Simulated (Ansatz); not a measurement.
Set up this calculation in Ansatz 0.2.0, as the native input.

```yaml
Task: relaxation of cell and atoms
Functional: revPBE
Dispersion: D3(BJ)
Potentials_or_basis: all-electron LAPW, scalar-relativistic
Basis_error_allowed: 0.001 eV/atom
k_mesh: 8 × 8 × 8
Occupations: fermi-dirac, width 0.05 eV
Spin: no spin polarisation
```

The system is SnSe.

```
Sn Se
1.0
     0.00000    3.01000    3.01000
     3.01000    0.00000    3.01000
     3.01000    3.01000    0.00000
Sn Se
1 1
Direct
  0.00000 0.00000 0.00000
  0.50000 0.50000 0.50000
```

Measurements of this composition are mostly on another form, of space group No. 62.

These files were run (other wordings do the same):

input.yaml

```yaml
crystal:
  lattice:
    - [0.0, 3.01, 3.01]
    - [3.01, 0.0, 3.01]
    - [3.01, 3.01, 0.0]
  atoms:
    - { symbol: Sn, position: [0.0, 0.0, 0.0] }
    - { symbol: Se, position: [0.5, 0.5, 0.5] }
kpoints:
  mp_grid: { grid: [8, 8, 8] }
scf:
  occupations: { method: fermi_dirac, width: 0.05 }
hamiltonian:
  xc: revpbe
  dispersion: d3bj
  pseudopotentials: { kind: all_electron, lapw: { basis_error: 0.001 } }
output:
  forces: true
  stress: true
relax:
  f_tol: 0.02
  max_steps: 60
  cell: {}
```

Potentials or basis: all-electron LAPW, scalar-relativistic.

Command:

```bash
$ ansatz run input.yaml --threads 1 --pin off --max-ram 3072MiB --backend cpu --events-out ev --progress --plain --runs-dir out
```

Results of the run:

The relaxed volume is 26.22 Å³/atom. The relaxed cell is a = 4.202 Å, b = 4.202 Å, c = 4.202 Å, α = 60.00°, β = 60.00°, γ = 60.00°. The space group after relaxing (to 0.05 Å) is Fm-3m (No. 225), the energy gained by relaxing is 6.7 meV/atom and the ionic steps are 5. The pressure after relaxing is 0.0 GPa. The band gap on the k mesh is 0.71 eV.

Caveat: spin-orbit coupling is left out, which moves the levels of the heavy elements.

It took 24 s on 1 thread of Arm Neoverse V1, on a shared host, peak memory 0.3 GiB.
